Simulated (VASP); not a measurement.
Set up this calculation in VASP 6.6.1, as the native input.

| Quantity | Value |
| --- | --- |
| Task | relaxation of cell and atoms |
| Functional | PBEsol |
| Potentials or basis | VASP PAW PBE potentials, release 64 (Ga_d, As) |
| Cutoff | 600 eV |
| k mesh | 10 × 10 × 10 |
| Occupations | gaussian, width 0.03 eV |
| Spin | no spin polarisation |
| Further INCAR settings | ALGO = Normal; EDIFF = 1e-07; IBRION = 2; EDIFFG = -0.005; NSW = 90; ISIF = 3 |

The structure of GaAs lies in POSCAR:

```
GaAs                                    
1.0
    0.0000000000      2.8313993252      2.8313993252
    2.8313993252      0.0000000000      2.8313993252
    2.8313993252      2.8313993252     -0.0000000000
  Ga              As            
     1     1
Direct
     0.0000000000000000    0.0000000000000000    0.0000000000000000
     0.2500000000000000    0.2500000000000000    0.2500000000000000
```

These files were run (other wordings do the same):

INCAR

```
PREC = Accurate
ENCUT = 600
EDIFF = 1E-7
ISMEAR = 0
SIGMA = 0.03
LREAL = F
LASPH = T
NELM = 80
ALGO = Normal
ISIF = 3
LWAVE = F
LCHARG = F
GGA = PS
IBRION = 2
NSW = 90
EDIFFG = -0.005
KPAR = 4
```

KPOINTS

```
regular mesh
0
Gamma
  10 10 10
```

Potentials or basis: VASP PAW PBE potentials, release 64 (Ga_d, As).

Run with:

```bash
$ cat potpaw_PBE.64/Ga_d/POTCAR potpaw_PBE.64/As/POTCAR > POTCAR
$ mpirun -np 4 vasp_std > vasp.out
```

It gave:

| Item | Value |
| --- | --- |
| Pressure after relaxing | 0.0 GPa |
| Band gap on the k mesh | 0.42 eV, direct |

Caveat: the relaxation stopped at its first step, so nothing moved; the PAW data sets were made with another functional, which shifts forces and pressure a little.

It took 16 s on 4 MPI ranks on AMD EPYC 7R13 Processor (Zen 3), on a shared host, peak memory 0.17 GiB a rank.
